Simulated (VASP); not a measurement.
Set up this calculation in VASP 6.6.1, as the native input.

| Item | Value |
| --- | --- |
| Task | relaxation of shape and atoms at fixed volume |
| Functional | LDA |
| Potentials or basis | VASP PAW LDA potentials, release 64 (Ba_sv, Ti_sv, O) |
| Cutoff | 600 eV |
| k mesh | 7 × 7 × 7 |
| Occupations | gaussian, width 0.03 eV |
| Spin | no spin polarisation |
| Further INCAR settings | ALGO = Normal; EDIFF = 1e-07; IBRION = 2; EDIFFG = -0.01; NSW = 40; ISIF = 4 |

The structure of BaTiO3 lies in POSCAR:

```
BaTiO3                                  
1.0
    2.8175882255      1.6267353204      2.3041458247
   -2.8175882255      1.6267353204      2.3041458247
    0.0000000000     -3.2534706409      2.3041458247
  Ba              Ti              O             
     1     1     3
Direct
     0.9996531987002086    0.9996531987002086    0.9996531987002086
     0.4905882828576651    0.4905882828576651    0.4905882828576651
     0.5080924305203212    0.5080924305203212    0.0127736574014818
     0.0127736574014818    0.5080924305203212    0.5080924305203212
     0.5080924305203212    0.0127736574014818    0.5080924305203212
```

The cell isn't the ideal one: a relaxed cell with its volume scaled by 1.02.

These files were run (other wordings do the same):

INCAR

```
  PREC = Accurate
  ENCUT = 600
  EDIFF = 1E-7
  ISMEAR = 0
  SIGMA = 0.03
  LREAL = F
  LASPH = T
  NELM = 80
  ALGO = Normal
  ISIF = 4
  LWAVE = F
  LCHARG = F
  IBRION = 2
  NSW = 40
  EDIFFG = -0.01
  KPAR = 2
```

KPOINTS

```
Automatic mesh
0
Gamma
  7 7 7
```

Potentials or basis: VASP PAW LDA potentials, release 64 (Ba_sv, Ti_sv, O).

The run is started by

```sh
$ cat potpaw_LDA.64/Ba_sv/POTCAR potpaw_LDA.64/Ti_sv/POTCAR potpaw_LDA.64/O/POTCAR > POTCAR
$ mpirun -np 2 vasp_std > vasp.out
```

It gave:

The energy gained by relaxing is 0.7 meV/atom. The ionic steps are 7, the pressure after relaxing is -2.7 GPa and the largest force after relaxing is 0.008 eV/Å. The band gap on the k mesh is 2.25 eV, indirect (least direct gap 2.52 eV).

Caveat: spin-orbit coupling is left out, which moves the levels of the heavy elements; an odd mesh through Γ misses points on the zone boundary, where band edges often lie.

It took 93 s on 2 MPI ranks on Intel(R) Xeon(R) Platinum 8375C CPU @ 2.90GHz (Ice Lake) (shared host), peak memory 0.21 GiB a rank.
